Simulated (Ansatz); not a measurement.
Ionic part of the dielectric constant of Al$_{2}$O$_{3}$, mode by mode

Theory: DFT PBE, scalar-relativistic, plane waves, PAW in Ansatz. Settings: 420 eV plane-wave cutoff, Γ-centred 10×10×10 mesh, fixed occupations. No spin polarisation. Phonons by linear response, acoustic sum rule imposed.

Space group Immm (No. 71), orthorhombic, a = 2.799 Å, b = 3.737 Å, c = 8.804 Å. Around Al lie 6 O at 1.90–1.96 Å; around O on a site of symmetry mmm lie 4 Al at 1.96 Å; O on a site of symmetry mm2 is surrounded by 4 Al at 1.90–1.91 Å.

It was reached by relaxing an invented guess, and it needn't be the stable form of this composition.

The primitive cell has V = 46.04 Å³ and ε∞,xx = 3.241. Each polar mode adds Δε = (4.92064×10⁷/V)·S/ν² along x, with S its oscillator strength in e²/amu, ν in cm⁻¹ and V in Å³.

Problem. From these modes, find each Δε and ε0,xx.
| ν (cm⁻¹) | S_xx (e²/amu) |
| --- | --- |
| 359.90 | 0.3971 |
| 444.35 | 1.095 |

Solution.
| ν (cm⁻¹) | Δε |
| --- | --- |
| 359.90 | 3.28 |
| 444.35 | 5.93 |

The sum is 9.21, so ε0,xx = 12.45; the run's tensor has 12.45.

Problem. Where do the longitudinal modes lie for a wave vector along x?

Solution. At 381.95, 820.41 cm⁻¹. The Lyddane–Sachs–Teller product Π(ν_LO/ν_TO)² = 3.84 agrees with ε0/ε∞ = 3.84.
